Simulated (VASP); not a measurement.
# CaSe (Fm-3m) in VASP: notebook

The runs below take CaSe through single point, relaxation of cell and atoms, with PBE, PBEsol.

Everything below comes from runs of VASP 6.6.1. Logs are shortened: lines on timing, memory, paths and dates and some standing lists are left out, and cuts for length are marked.

**Experimental background.**

From a printed reference work, monograph, original work of 1988, for a bulk crystal of CaSe at 2 K: band gap 3.85 eV (indirect).

The results are compared with them further down.

## (1) The cell of the first run

It takes space group Fm-3m (No. 225, cubic). Conventional cell: a = 5.990 Å, b = 5.990 Å, c = 5.990 Å, α = 90.00°, β = 90.00°, γ = 90.00°. Se (site symmetry m-3m) has 6 Ca at 2.99 Å within 3.9 Å. Ca (site symmetry m-3m) has 6 Se at 2.99 Å within 3.9 Å.

## (2) Single point, PBE

The input, INCAR:

```
ALGO = Normal
EDIFF = 1E-6
ENCUT = 500
GGA = PE
GGA_COMPAT = False
ISIF = 2
ISMEAR = -1
LASPH = True
LCHARG = True
LELF = True
LREAL = False
LVHAR = True
LWAVE = False
NBANDS = 15
NELM = 120
PREC = Accurate
SIGMA = 0.05
```

The input, KPOINTS:

```
k-points
0
Gamma
  8 8 8
```

The input, POSCAR:

```
CaSe
1.0
    0.0000000000      2.9948991977      2.9948991977
    2.9948991977      0.0000000000      2.9948991977
    2.9948991977      2.9948991977      0.0000000000
Se Ca
1 1
Direct
    0.5000000000      0.5000000000      0.5000000000
    0.0000000000      0.0000000000      0.0000000000
```

Potentials or basis: VASP PAW PBE potentials, release 64 (Se, Ca_sv).

Started as:

```bash
cat potpaw_PBE.64/Se/POTCAR potpaw_PBE.64/Ca_sv/POTCAR > POTCAR
mpirun -np 1 vasp_std > vasp.out
```

OUTCAR:

```text
EDIFF = 1E-6
   ENCUT = 500
   GGA = PE
   ISIF = 2
   ISMEAR = -1
   LASPH = True
   LREAL = False
   NELM = 120
   PREC = Accurate

 ion  position               nearest neighbor table
   1  0.500  0.500  0.500-
   2  0.000  0.000  0.000-

  LATTYP: Found a face centered cubic cell.
 ALAT       =     5.9897983954

  Lattice vectors:

 A1 = (   0.0000000000,   2.9948991977,   2.9948991977)
 A2 = (   2.9948991977,   0.0000000000,   2.9948991977)
 A3 = (   2.9948991977,   2.9948991977,   0.0000000000)

Analysis of symmetry for initial positions (statically):
=====================================================================
 Subroutine PRICEL returns:
 Original cell was already a primitive cell.

 Routine SETGRP: Setting up the symmetry group for a
 face centered cubic supercell.

 Subroutine GETGRP returns: Found 48 space group operations
 (whereof 48 operations were pure point group operations)
 out of a pool of 48 trial point group operations.

The static configuration has the point symmetry O_h .

Analysis of symmetry for dynamics (positions and initial velocities):
=====================================================================
 Subroutine PRICEL returns:
 Original cell was already a primitive cell.

 Routine SETGRP: Setting up the symmetry group for a
 face centered cubic supercell.

 Subroutine GETGRP returns: Found 48 space group operations
 (whereof 48 operations were pure point group operations)
 out of a pool of 48 trial point group operations.

The dynamic configuration has the point symmetry O_h .

 Subroutine INISYM returns: Found 48 space group operations
 (whereof 48 operations are pure point group operations),
 and found     1 'primitive' translations

----------------------------------------------------------------------------------------

                                     Primitive cell

  volume of cell :      53.7250

  direct lattice vectors                    reciprocal lattice vectors
     0.000000000  2.994899198  2.994899198    -0.166950527  0.166950527  0.166950527
     2.994899198  0.000000000  2.994899198     0.166950527 -0.166950527  0.166950527
     2.994899198  2.994899198  0.000000000     0.166950527  0.166950527 -0.166950527

  length of vectors
     4.235427063  4.235427063  4.235427063     0.289166795  0.289166795  0.289166795

  position of ions in fractional coordinates (direct lattice)
     0.500000000  0.500000000  0.500000000
     0.000000000  0.000000000  0.000000000

  ion indices of the primitive-cell ions
   primitive index   ion index
                 1           1
                 2           2

----------------------------------------------------------------------------------------

 KPOINTS: k-points

Automatic generation of k-mesh.
 Grid dimensions read from file:
 generate k-points for:    8    8    8

 Generating k-lattice:

  Cartesian coordinates                     Fractional coordinates (reciprocal lattice)
    -0.020868816  0.020868816  0.020868816     0.125000000  0.000000000  0.000000000
     0.020868816 -0.020868816  0.020868816     0.000000000  0.125000000  0.000000000
     0.020868816  0.020868816 -0.020868816     0.000000000  0.000000000  0.125000000

  Length of vectors
     0.036145849  0.036145849  0.036145849

  Shift w.r.t. Gamma in fractional coordinates (k-lattice)
     0.000000000  0.000000000  0.000000000

 Subroutine IBZKPT returns following result:
 ===========================================

 Found     29 irreducible k-points:

 Following reciprocal coordinates:
            Coordinates               Weight
  0.000000  0.000000  0.000000      1.000000
  0.125000  0.000000  0.000000      8.000000
  0.250000  0.000000  0.000000      8.000000
  0.375000  0.000000  0.000000      8.000000
  0.500000  0.000000  0.000000      4.000000
  0.125000  0.125000  0.000000      6.000000
[... 16 lines left out ...]
  0.500000  0.250000  0.125000     48.000000
 -0.375000  0.250000  0.125000     24.000000
 [... further k-points ...]
   k-points           NKPTS =     29   k-points in BZ     NKDIM =     29   number of bands    NBANDS=     15
   number of dos      NEDOS =    301   number of ions     NIONS =      2
   total plane-waves  NPLWV =  32768
   dimension x,y,z NGX =    32 NGY =   32 NGZ =   32
   dimension x,y,z NGXF=    64 NGYF=   64 NGZF=   64
   ions per type =               1   1
   NGX,Y,Z   is equivalent  to a cutoff of  12.56, 12.56, 12.56 a.u.
   NGXF,Y,Z  is equivalent  to a cutoff of  25.12, 25.12, 25.12 a.u.
 SYSTEM =  unknown system
   PREC   = accura    normal or accurate (medium, high low for compatibility)
   ISTART =      0    job   : 0-new  1-cont  2-samecut
   ICHARG =      2    charge: 1-file 2-atom 10-const
   ISPIN  =      1    spin polarized calculation?
   LNONCOLLINEAR =      F non collinear calculations
   LSORBIT =      F    spin-orbit coupling
   LASPH  =      T    aspherical Exc in radial PAW
   ENCUT  =  500.0 eV  36.75 Ry    6.06 a.u.   7.72  7.72  7.72*2*pi/ulx,y,z
   NELM   =    120;   NELMIN=  2; NELMDL= -5     # of ELM steps
   EDIFF  = 0.1E-05   stopping-criterion for ELM
   LREAL  =      F    real-space projection
   EDIFFG = 0.1E-04   stopping-criterion for IOM
   NSW    =      0    number of steps for IOM
   IBRION =     -1    ionic relax: 0-MD 1-quasi-New 2-CG
   NFREE  =      0    steps in history (QN), initial steepest desc. (CG)
   ISIF   =      2    stress and relaxation
   ISYM   =      2    0-nonsym 1-usesym 2-fastsym
   POTIM  = 0.5000    time-step for ionic-motion
   TEBEG  =    0.0;   TEEND  =   0.0 temperature during run
   PSTRESS=    0.0 pullay stress
   NELECT =      16.0000    total number of electrons
   NUPDOWN=      -1.0000    fix difference up-down
   EMIN   =  10.00;   EMAX   =-10.00  energy-range for DOS
   EFERMI =   0.00;   METHOD = LEGACY
   ISMEAR =    -1;   SIGMA  =   0.05  broadening in eV -4-tet -1-fermi 0-gaus
   EFERMI_NEDOS =   21; number of points for ismear=-14 and -15
   IALGO  =     38    algorithm
   IMIX   =      4    mixing-type and parameters
     AMIX     =   0.40;   BMIX     =  1.00
     AMIX_MAG =   1.60;   BMIX_MAG =  1.00
  volume/ion in A,a.u.               =      26.86       181.28
  Fermi-wavevector in a.u.,A,eV,Ry     =   1.093258  2.065958 16.261857  1.195213
  Thomas-Fermi vector in A             =   2.229540
   LORBIT       =      0    0 simple, 1 ext, 2 COOP (PROOUT), +10 PAW based schemes
   GGA     = PE    functional components
   LHFCALC =     F    Hartree Fock is set to
   AEXX    =    0.0000 exact exchange contribution
   IVDW    =     0    specifies the selected vdW correction
   LEPSILON=     F    determine dielectric tensor
   LRPA    =     F    only Hartree local field effects (RPA)
 non-spin polarized calculation
  energy-cutoff  :      500.00
  volume of cell :       53.73
 maximum number of plane-waves:      1384
   NGX = 15   NGY = 15   NGZ = 15

 number of electron      15.9999998 magnetization

 Free energy of the ion-electron system (eV)
  ---------------------------------------------------
  ext. energy  EPLUGINS =         0.00000000
  ---------------------------------------------------
  free energy    TOTEN  =        -9.48466559 eV

  energy without entropy =       -9.48466559  energy(sigma->0) =       -9.48466559

 E-fermi :   3.3023     XC(G=0):  -8.9978

 val. band max:        2.1922316775   @ k =   0.0000   0.0000   0.0000
 cond. band min:       4.3011717424   @ k =   0.5000   0.5000   0.0000
 fundamental gap:      2.1089400649
 Fermi energy:         3.3022933721

 k-point     1 :       0.0000    0.0000    0.0000
  band No.  band energies     occupation
      1     -37.6736      2.00000
      2     -18.6606      2.00000
      3     -18.6606      2.00000
      4     -18.6606      2.00000
      5      -9.4796      2.00000
      6       2.1922      2.00000
      7       2.1922      2.00000
      8       2.1922      2.00000
      9       5.3359      0.00000
     10       5.9072      0.00000
     11       5.9072      0.00000
     12       5.9072      0.00000
     13       6.4398      0.00000
     14       6.4398      0.00000
     15      11.8521      0.00000

 k-point     2 :       0.1250    0.0000    0.0000
  band No.  band energies     occupation
      1     -37.6728      2.00000
      2     -18.6748      2.00000
      3     -18.6616      2.00000
      4     -18.6616      2.00000
      5      -9.3954      2.00000
      6       1.4521      2.00000
      7       1.9706      2.00000
      8       1.9706      2.00000
      9       5.7361      0.00000
     10       6.1081      0.00000
     11       6.1081      0.00000
     12       6.3667      0.00000
     13       6.8196      0.00000
     14       6.8196      0.00000
     15      11.9602      0.00000

 k-point     3 :       0.2500    0.0000    0.0000
  band No.  band energies     occupation
      1     -37.6709      2.00000
      2     -18.7088      2.00000
      3     -18.6640      2.00000
      4     -18.6640      2.00000
      5      -9.1823      2.00000
      6       0.2671      2.00000
      7       1.5401      2.00000
      8       1.5401      2.00000
      9       5.8833      0.00000
     10       6.5990      0.00000
     11       6.5990      0.00000
     12       7.7195      0.00000
     13       7.7542      0.00000
     14       7.7542      0.00000
     15      11.4001      0.00000
[... 343 lines left out ...]
 k-point    23 :       0.5000    0.2500    0.1250
  band No.  band energies     occupation
      1     -37.6679      2.00000
      2     -18.7308      2.00000
      3     -18.6869      2.00000
      4     -18.6723      2.00000
      5      -8.9223      2.00000
      6      -0.3831      2.00000
      7       0.8312      2.00000
      8       1.1115      2.00000
      9       6.0662      0.00000
     10       7.2950      0.00000
     11       7.6014      0.00000
     12       7.7449      0.00000
     13       8.1988      0.00000
     14       9.7268      0.00000
     15      10.0369      0.00000

 k-point    24 :      -0.3750    0.2500    0.1250
  band No.  band energies     occupation
      1     -37.6672      2.00000
      2     -18.7382      2.00000
      3     -18.6884      2.00000
      4     -18.6750      2.00000
      5      -8.8582      2.00000
      6      -0.5170      2.00000
      7       0.6458      2.00000
      8       1.0256      2.00000
      9       6.6205      0.00000
     10       6.8978      0.00000
     11       7.8074      0.00000
     12       8.0497      0.00000
     13       8.3891      0.00000
     14       9.2716      0.00000
     15      10.5384      0.00000

 [... further k-points ...]
[... 5 lines left out ...]
  --------------------------------------------------------------------------------------
  -------------------------------------------------------------------------------------
  Total       -0.1973340     -0.1973340     -0.1973340     -0.0000000      0.0000000      0.0000000
  in kB       -5.8848578     -5.8848578     -5.8848578     -0.0000000      0.0000000      0.0000000
  external PRESSURE =      -5.8848578 kB  Pullay stress =       0.0000000 kB

 VOLUME and BASIS-vectors are now :
 -----------------------------------------------------------------------------
  energy-cutoff  :      500.00
  volume of cell :       53.73
      direct lattice vectors                 reciprocal lattice vectors
     0.000000000  2.994899198  2.994899198    -0.166950527  0.166950527  0.166950527
     2.994899198  0.000000000  2.994899198     0.166950527 -0.166950527  0.166950527
     2.994899198  2.994899198  0.000000000     0.166950527  0.166950527 -0.166950527

 POSITION                                       TOTAL-FORCE (eV/Angst)
 -----------------------------------------------------------------------------------
      2.99490      2.99490      2.99490        -0.000000     -0.000000      0.000000
      0.00000      0.00000      0.00000         0.000000      0.000000     -0.000000
 -----------------------------------------------------------------------------------
    total drift:                                0.000000     -0.000000     -0.000000

  FREE ENERGIE OF THE ION-ELECTRON SYSTEM (eV)
  ---------------------------------------------------
  free  energy   TOTEN  =        -9.4846655908 eV

  energy  without entropy=       -9.4846655908  energy(sigma->0) =       -9.48466559
```

Run time: 51 s. Hardware: 1 thread of AMD EPYC 7R43 (Zen 3), shared host; peak memory 0.14 GiB.

What came out:

```yaml
Free_energy: -9.4847 eV
Pressure: -0.6 GPa
Band_gap_on_the_k_mesh: 2.11 eV (least direct gap 3.01 eV)
```

## (3) Relaxation of cell and atoms, PBEsol (26.60 Å³/atom)

This run uses another cell than the first one, of 26.60 Å³/atom.

The input, POSCAR:

```
CaSe
1.0
    0.0000000000      2.9852692303      2.9852692303
    2.9852692303      0.0000000000      2.9852692303
    2.9852692303      2.9852692303      0.0000000000
Se Ca
1 1
Direct
    0.5000000000      0.5000000000      0.5000000000
    0.0000000000      0.0000000000      0.0000000000
```

The input, INCAR.step1:

```
  ALGO = Normal
  EDIFF = 1E-6
  EDIFFG = -0.005
  EFERMI = MIDGAP
  ENCUT = 400
  GGA = PS
  GGA_COMPAT = False
  IBRION = 2
  ISIF = 3
  ISMEAR = 0
  LASPH = True
  LCHARG = False
  LREAL = False
  LWAVE = False
  NELM = 120
  NELMIN = 4
  NSW = 80
  POTIM = 0.5
  PREC = Accurate
  SIGMA = 0.03
```

The input, INCAR.step3:

```
  ALGO = Normal
  EDIFF = 1E-6
  EFERMI = MIDGAP
  ENCUT = 400
  GGA = PS
  GGA_COMPAT = False
  ISIF = 2
  ISMEAR = 0
  LASPH = True
  LCHARG = False
  LREAL = False
  LWAVE = False
  NELM = 120
  PREC = Accurate
  SIGMA = 0.03
```

The input, KPOINTS:

```
Automatic mesh
0
Gamma
  5 5 5
  0 0 0
```

Potentials or basis: VASP PAW PBE potentials, release 64 (Se, Ca_sv).

Started as:

```bash
cat potpaw_PBE.64/Se/POTCAR potpaw_PBE.64/Ca_sv/POTCAR > POTCAR
cp INCAR.step1 INCAR
cp POSCAR.step1 POSCAR
mpirun -np 1 vasp_std > vasp.out
cp CONTCAR POSCAR
mpirun -np 1 vasp_std > vasp.out
cp CONTCAR POSCAR
cp INCAR.step3 INCAR
mpirun -np 1 vasp_std > vasp.out
```

Run time: 42 s. Hardware: 1 thread of AMD EPYC 9R14 (Zen 4), shared host; peak memory 0.12 GiB.

The run converged. Its results:

```
Free energy                           : -10.0684 eV
Relaxed volume                        : 25.37 Å³/atom
Relaxed cell                          : a = 4.156 Å, b = 4.156 Å, c = 4.156 Å, α = 60.00°, β = 60.00°, γ = 60.00°
Space group after relaxing (to 0.1 Å) : Fm-3m (No. 225)
Energy gained by relaxing             : 8.5 meV/atom
Ionic steps                           : 4
Pressure after relaxing               : 0.0 GPa
Band gap on the k mesh                : 2.00 eV (least direct gap 2.91 eV)
```

The path:
| step | energy change (eV) | largest force (eV/Å) | pressure (GPa) | volume (Å³) |
| --- | --- | --- | --- | --- |
| 1 | 0.0000 | 0.0000 | -2.24 | 53.21 |
| 2 | -0.0175 | 0.0000 | 0.36 | 50.40 |
| 3 | -0.0179 | 0.0000 | 0.02 | 50.74 |
| 4 | -0.0170 | 0.0000 | 0.01 | 50.74 |

Final structure:
```
CELL_PARAMETERS angstrom
0.00000 2.93842 2.93842
2.93842 0.00000 2.93842
2.93842 2.93842 0.00000
ATOMIC_POSITIONS crystal
Se 0.50000 0.50000 0.50000
Ca 0.00000 0.00000 0.00000
```

Levels at points of the mesh, in eV from the valence-band top:
```csv
k point,band 4,band 5,band 6,band 7,band 8,band 9,band 10,band 11,band 12
"(0.00, 0.00, 0.00)",-20.57,-11.89,0.00,0.00,0.00,3.28,3.63,3.63,3.63
```

Caveat: the PAW data sets were made with another functional, which shifts forces and pressure a little; an odd mesh through Γ misses points on the zone boundary, where band edges can lie.

## (4) Relaxation of cell and atoms, PBEsol (26.60 Å³/atom)

This run uses another cell than the first one, of 26.60 Å³/atom.

POSCAR is that of step 3.

Edit INCAR.step1 of step 3 so:

```diff
@@ -1,6 +1,6 @@
   ALGO = Normal
-  EDIFF = 1E-6
-  EDIFFG = -0.005
+  EDIFF = 1E-7
+  EDIFFG = -0.002
   EFERMI = MIDGAP
-  ENCUT = 400
+  ENCUT = 700
   GGA = PS
```

The input, INCAR.step4:

```
  ALGO = Normal
  EDIFF = 1E-7
  EFERMI = MIDGAP
  ENCUT = 700
  GGA = PS
  GGA_COMPAT = False
  ISIF = 2
  ISMEAR = 0
  LASPH = True
  LCHARG = False
  LREAL = False
  LWAVE = False
  NELM = 120
  PREC = Accurate
  SIGMA = 0.03
```

The input, KPOINTS:

```
Automatic mesh
0
Gamma
  8 8 8
  0 0 0
```

Started as:

```bash
cat potpaw_PBE.64/Se/POTCAR potpaw_PBE.64/Ca_sv/POTCAR > POTCAR
cp INCAR.step1 INCAR
cp POSCAR.step1 POSCAR
mpirun -np 1 vasp_std > vasp.out
cp CONTCAR POSCAR
mpirun -np 1 vasp_std > vasp.out
cp CONTCAR POSCAR
mpirun -np 1 vasp_std > vasp.out
cp CONTCAR POSCAR
cp INCAR.step4 INCAR
mpirun -np 1 vasp_std > vasp.out
```

Run time: 3 min. Hardware: 1 thread of AMD EPYC 9R14 (Zen 4), shared host; peak memory 0.19 GiB.

It converged, with:

- Free energy: -10.0747 eV
- Relaxed volume: 25.37 Å³/atom
- Relaxed cell: a = 4.156 Å, b = 4.156 Å, c = 4.156 Å, α = 60.00°, β = 60.00°, γ = 60.00°
- Space group after relaxing (to 0.1 Å): Fm-3m (No. 225)
- Energy gained by relaxing: 8.9 meV/atom
- Ionic steps: 5
- Pressure after relaxing: 0.0 GPa
- Band gap on the k mesh: 1.88 eV (least direct gap 2.84 eV)

The path:
```tsv
step	energy change (eV)	largest force (eV/Å)	pressure (GPa)	volume (Å³)
1	0.0000	0.0000	-2.23	53.21
2	-0.0175	0.0000	0.36	50.40
3	-0.0179	0.0000	0.00	50.74
4	-0.0178	0.0000	0.00	50.74
5	-0.0178	0.0000	0.00	50.74
```

Final structure:
```xyz
2
Lattice="0.0000 2.9384 2.9384 2.9384 0.0000 2.9384 2.9384 2.9384 0.0000" Properties=species:S:1:pos:R:3 pbc="T T T"
Se    2.9384    2.9384    2.9384
Ca    0.0000    0.0000    0.0000
```

Levels at points of the mesh, in eV from the valence-band top:
| k point | band 6 | band 7 | band 8 | band 9 | band 10 | band 11 |
| --- | --- | --- | --- | --- | --- | --- |
| (0.00, 0.00, 0.00) | 0.00 | 0.00 | 0.00 | 3.29 | 3.64 | 3.64 |
| (0.50, 0.00, 0.00) | -3.41 | -1.26 | -1.26 | 4.41 | 5.50 | 5.53 |
| (0.50, 0.50, 0.00) | -2.61 | -0.97 | -0.97 | 1.88 | 5.02 | 5.07 |

Caveat: the PAW data sets were made with another functional, which shifts forces and pressure a little.

## (5) Overview

```tsv
task	level	cell	k mesh	cutoff (eV)	smearing	dipole correction	tolerance level	purpose	passes	gap on the mesh (eV)	pressure (GPa)	relaxed volume (Å³/atom)
single point	PBE	a = 4.235 Å, angles 60.0°, 2 atoms	8 × 8 × 8	500	fermi-dirac 0.05 eV	no	-	-	-	2.11	-0.6	-
relaxation of cell and atoms	PBEsol	relaxed from a = 4.222 Å, angles 60.0°, 2 atoms	5 × 5 × 5	400	gaussian 0.03 eV	-	screening	cell	2	2.00	0.0	25.37
relaxation of cell and atoms	PBEsol	relaxed from a = 4.222 Å, angles 60.0°, 2 atoms	8 × 8 × 8	700	gaussian 0.03 eV	-	screening	cell	3	1.88	0.0	25.37
```

Alike in all rows: potentials or basis VASP PAW PBE potentials, release 64 (Se, Ca_sv); no spin polarisation.

Caveats: the PAW data sets were made with another functional, which shifts forces and pressure a little (at least some runs); an odd mesh through Γ misses points on the zone boundary, where band edges can lie (at least some runs).

Total energies depend on the potentials used, so only differences within one code and one set of settings carry meaning.

## (6) Comparison with measurements

Step 2. Measured gap of CaSe: 3.85 eV (indirect; 2 K; a printed reference work, monograph, original work of 1988). This calculation gives 2.11 eV (-1.74 eV). Spin-orbit coupling on Se is left out. The value is that of PBE on a finite k mesh, which can miss the band edges, without temperature or zero-point motion. Semilocal functionals fall short of measured gaps as a rule.
